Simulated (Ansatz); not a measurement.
# A series in volume per atom on Li2S

Band levels at named k points (names of the unstrained cell) at fixed atoms, from the valence top (v1 top filled band, c1 lowest empty), gap the least over mesh, points and any path between them, spin-unpolarised plane waves, DDH-PBE0 mixes 1/eps_inf of exact exchange. The results are calculated, by Ansatz 0.2.0.

Cell of the first row (space group Fm-3m, No. 225):
```
CELL_PARAMETERS angstrom
0.00000 2.70300 2.70300
2.70300 0.00000 2.70300
2.70300 2.70300 0.00000
ATOMIC_POSITIONS crystal
S 0.00000 0.00000 0.00000
Li 0.25000 0.25000 0.25000
Li 0.75000 0.75000 0.75000
```

Settings of every row: periodic directions 3; functional PBE; spin orbit no; potentials PAW; wave cutoff 420 eV; k mesh 8x8x8; smearing width 0.02 eV.

Point:
```
   name  a (fraction of the reciprocal vector)  b (fraction of the reciprocal vector)  c (fraction of the reciprocal vector)
  Gamma                                      0                                      0                                      0
      X                                    0.5                                      0                                    0.5
      U                                  0.625                                   0.25                                  0.625
      K                                  0.375                                  0.375                                   0.75
      L                                    0.5                                    0.5                                    0.5
      W                                    0.5                                   0.25                                   0.75
extra_c                                      0                                    0.5                                    0.5
```

Limits: semilocal functionals tend to give too small a gap; the cell comes from a prototype or a list of computed structures and needn't be the stable phase.

```
row  volume per atom (Å³)  least direct gap (eV)  band gap (eV)
  1                13.166                   5.01          3.246
  2                  13.2                  5.007          3.249
  3                  14.9                  4.442          3.368
  4                15.356                  4.286          3.389
  5                17.274                      ?              ?
```

Question: what least direct gap should row 5 give?

Worked fit of least direct gap. Take t = volume per atom − 14, in Å³. The shown rows have t = -0.834, -0.8, 0.9, 1.356. Their means are 0.1555 and 4.6862 eV; the sums about the means are S_tt = 3.888 and S_ty = -1.289, whose ratio is the slope. Least squares give least direct gap = 4.7378 − 0.33161 × t eV. The rows lie off it by -0.004, 0.004, 0.003, -0.002. The withheld row has t = 3.274, so the fit gives 4.7378 − 0.33161 × (3.274) = 3.652 eV.

The calculation gave 3.716 eV. The fit lies 0.064 eV (1.7 % of the value, 4.9 % of the column's range) below it; its largest miss of a shown row is 0.004 eV. This row lies beyond the range of the fit.

The other values of row 5: band gap 3.442 eV.
